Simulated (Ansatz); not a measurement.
SiNi3:

```
Ni Si
1.0
     3.54200    0.00000    0.00000
     0.00000    3.54200    0.00000
     0.00000    0.00000    3.54200
Ni Si
3 1
Direct
  0.50000 0.50000 0.00000
  0.50000 0.00000 0.50000
  0.00000 0.50000 0.50000
  0.00000 0.00000 0.00000
```

* Program: Ansatz 0.2.0
* Task: single point
* Functional: PBE
* Potentials or basis: all-electron LAPW, scalar-relativistic
* Cutoff: 306 eV (chosen from the basis error)
* Basis error allowed: 0.001 eV/atom
* k mesh: 8 × 8 × 8
* Occupations: fermi-dirac, width 0.05 eV
* Spin: collinear spin, ferromagnetic start
* Starting moments: [1.0, 1.0, 1.0, 0.0] μB

On this cell: pressure -6.0 GPa; largest force zero by symmetry; net moment 0.00 μB per cell; band gap on the k mesh none (metal or under the smearing width).

The same run follows on a disturbed copy (atoms moved at random, drawn with an rms of 0.05 Å):

```
Ni Si
1.0
     3.54200    0.00000    0.00000
     0.00000    3.54200    0.00000
     0.00000    0.00000    3.54200
Ni Si
3 1
Direct
  0.48864 0.48383 0.99844
  0.49304 0.99869 0.50543
  0.01055 0.49736 0.48845
  0.99628 0.00640 0.00201
```

Q: What does the disturbed cell give?

A: The energy (extrapolated to zero smearing) moves by +13.1 meV/atom; pressure -5.3 GPa; largest force 0.856 eV/Å; net moment 0.00 μB per cell; band gap on the k mesh none (metal or under the smearing width).

Forces on the atoms (eV/Å):
```
Ni   0.511  0.465 -0.070
Ni   0.393 -0.342 -0.142
Ni  -0.795  0.129  0.292
Si  -0.109 -0.252 -0.079
```

Stress tensor (GPa, compression positive):
```
-5.33  0.07 -0.28
 0.07 -5.33  0.32
-0.28  0.32 -5.21
```

Caveats: the starting moments weren't kept.
